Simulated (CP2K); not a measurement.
Input of a CP2K 2026.2 run:

tio2_charges.inp

```
&GLOBAL
  PROJECT tio2_charges
  RUN_TYPE ENERGY_FORCE
  PRINT_LEVEL LOW
&END GLOBAL
&FORCE_EVAL
  METHOD QS
  STRESS_TENSOR ANALYTICAL
  &DFT
    BASIS_SET_FILE_NAME BASIS_MOLOPT_UZH
    POTENTIAL_FILE_NAME POTENTIAL_UZH
    &MGRID
      CUTOFF 850
      REL_CUTOFF 60
      NGRIDS 4
    &END MGRID
    &QS
      METHOD GPW
      EPS_DEFAULT 1.0E-9
    &END QS
    &KPOINTS
      SCHEME MONKHORST-PACK 5 5 4
      GAMMA_CENTERED T
      SYMMETRY T
      SYMMETRY_BACKEND SPGLIB
    &END KPOINTS
    &SCF
      SCF_GUESS ATOMIC
      EPS_SCF 1.0E-6
      MAX_SCF 100
      ADDED_MOS 33
      CHOLESKY OFF
      EPS_EIGVAL 1.0E-7
      &DIAGONALIZATION ON
        ALGORITHM STANDARD
      &END DIAGONALIZATION
      &MIXING ON
        METHOD BROYDEN_MIXING
        ALPHA 0.4
        BETA 1.5
        NBUFFER 8
      &END MIXING
      &SMEAR ON
        METHOD FERMI_DIRAC
        ELECTRONIC_TEMPERATURE 580.23
      &END SMEAR
    &END SCF
    &XC
      &XC_FUNCTIONAL
        &LDA_X
        &END LDA_X
        &LDA_C_PW
        &END LDA_C_PW
      &END XC_FUNCTIONAL
    &END XC
    &PRINT
      &KPOINTS ON
      &END KPOINTS
      &MULLIKEN ON
      &END MULLIKEN
      &MO ON
        ENERGIES T
        OCCUPATION_NUMBERS T
        &EACH
          QS_SCF 0
        &END EACH
        ADD_LAST NUMERIC
      &END MO
      &LOWDIN ON
      &END LOWDIN
      &HIRSHFELD ON
        SHAPE_FUNCTION DENSITY
      &END HIRSHFELD
      &VORONOI ON
        VORONOI_RADII COVALENT
      &END VORONOI
    &END PRINT
  &END DFT
  &SUBSYS
    &CELL
      A 5.2909998200 0.0000000000 0.0000000000
      B -2.6454999100 4.5821402600 0.0000000000
      C 0.0000000000 0.0000000000 6.1330000000
      PERIODIC XYZ
    &END CELL
    &COORD
      SCALED
      Ti  0.4536558400 0.9973143600 0.3339544700
      Ti  0.0006558400 0.4503143600 0.6672878100
      Ti  0.5476558400 0.5443143600 0.0006211400
      O   0.4027532700 0.3244851100 0.2100308800
      O   0.6976558400 0.1023143600 0.5489544700
      O   0.8956558400 0.5893143600 0.8822878100
      O   0.3036558400 0.4053143600 0.7856211400
      O   0.1056558400 0.6943143600 0.4522878100
      O   0.5926558400 0.8923143600 0.1189544700
    &END COORD
    &KIND Ti
      BASIS_SET DZVP-MOLOPT-PBE-GTH-q12
      POTENTIAL GTH-PBE-q12
    &END KIND
    &KIND O
      BASIS_SET DZVP-MOLOPT-PBE-GTH-q6
      POTENTIAL GTH-PBE-q6
    &END KIND
    &PRINT
      &ATOMIC_COORDINATES ON
      &END ATOMIC_COORDINATES
      &CELL ON
      &END CELL
    &END PRINT
  &END SUBSYS
  &PRINT
    &FORCES ON
    &END FORCES
    &STRESS_TENSOR ON
    &END STRESS_TENSOR
  &END PRINT
&END FORCE_EVAL
```

Potentials or basis: POTENTIAL_UZH Ti GTH-PBE-q12, O GTH-PBE-q6; DZVP-MOLOPT-PBE-GTH basis.

Command:

```bash
$ OMP_NUM_THREADS=1 cp2k.psmp -i tio2_charges.inp -o tio2_charges.out
```

Problem. Predict the Mulliken charges.

Solution. Ti +0.88, +0.84, +0.79; O -0.41, -0.43, -0.42 e.

Problem. Estimate the Hirshfeld charges.

Solution. Ti +0.59, +0.57, +0.55; O -0.28, -0.29 e.

Problem. Estimate the pressure.

Solution. 3.3 GPa.

Problem. Predict the band gap on the k mesh.

Solution. 3.66 eV, indirect (least direct gap 3.82 eV).

Problem. What does it give for the largest force?

Solution. 5.955 eV/Å.

Forces on the atoms (eV/Å):
```
Ti  -2.568  0.602 -0.363
Ti   1.353 -1.895  0.542
Ti   1.354  3.622 -2.004
O    0.925 -4.226  4.093
O    0.697  0.763  1.030
O   -0.911  0.234  1.183
O   -1.817 -0.493 -1.899
O    0.518  1.689 -1.697
O    0.442 -0.286 -0.879
```

Caveat: the potentials were made for another functional, which shifts forces and pressure; an odd mesh through Γ misses points on the zone boundary, where band edges often lie; the basis of atomic orbitals isn't converged, which shifts pressures, moduli and gaps.
